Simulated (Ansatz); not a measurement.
LiCl built on the rocksalt prototype, relaxed with r2SCAN. It is cubic, Fm-3m (No. 225); conventional cell a = 5.112 Å, 16.70 Å³ an atom. Around Li lie 6 Cl at 2.56 Å; around Cl lie 6 Li at 2.56 Å.

```
Li Cl
1.0
     0.00000    2.55604    2.55604
     2.55604    0.00000    2.55604
     2.55604    2.55604    0.00000
Li Cl
1 1
Direct
  0.00000 0.00000 0.00000
  0.50000 0.50000 0.50000
```

3 runs of the plane-wave code Ansatz on this cell differ in the functional (and in the settings that go with it). Levels are in eV from each run's valence top; v1 is the last filled band, c1 the first empty one.

Run A, mean stress 0.0 GPa (compression positive):

| point | v4 | v3 | v2 | v1 | c1 | c2 |
| --- | --- | --- | --- | --- | --- | --- |
| Γ | -14.74 | 0.00 | 0.00 | 0.00 | 8.50 | 14.14 |
| X | -13.82 | -3.20 | -1.22 | -1.22 | 10.03 | 10.32 |
| U | -13.86 | -2.74 | -1.97 | -0.92 | 10.22 | 12.17 |
| L | -14.10 | -3.13 | -0.29 | -0.29 | 8.86 | 11.73 |
| W | -13.83 | -2.34 | -2.34 | -1.18 | 11.81 | 12.47 |

Run B, mean stress +0.1 GPa (compression positive):

| point | v4 | v3 | v2 | v1 | c1 | c2 |
| --- | --- | --- | --- | --- | --- | --- |
| Γ | -14.70 | 0.00 | 0.00 | 0.00 | 7.79 | 13.37 |
| X | -13.79 | -3.16 | -1.21 | -1.21 | 9.28 | 9.58 |
| U | -13.82 | -2.71 | -1.95 | -0.91 | 9.47 | 11.42 |
| L | -14.06 | -3.09 | -0.29 | -0.29 | 8.13 | 10.97 |
| W | -13.80 | -2.31 | -2.31 | -1.16 | 11.05 | 11.71 |

Run C, mean stress +0.7 GPa (compression positive):

| point | v4 | v3 | v2 | v1 | c1 | c2 |
| --- | --- | --- | --- | --- | --- | --- |
| Γ | -13.44 | 0.00 | 0.00 | 0.00 | 6.38 | 11.79 |
| X | -12.60 | -2.94 | -1.12 | -1.12 | 7.85 | 8.22 |
| U | -12.63 | -2.52 | -1.81 | -0.84 | 8.05 | 9.91 |
| L | -12.85 | -2.86 | -0.26 | -0.26 | 6.75 | 9.44 |
| W | -12.61 | -2.16 | -2.16 | -1.08 | 9.52 | 10.12 |

Q: Match the runs to PBE, HSE06, PBE0.

A: A is PBE0, B is HSE06, C is PBE. In order of the gap: PBE 6.38, HSE06 7.79, PBE0 8.50 eV.

Calculated for a static, non-magnetic cell.

The program warns that its thresholds are loose for a hybrid's stress.

The meshes of the hybrids are coarse, so their gaps aren't converged to the digits shown.
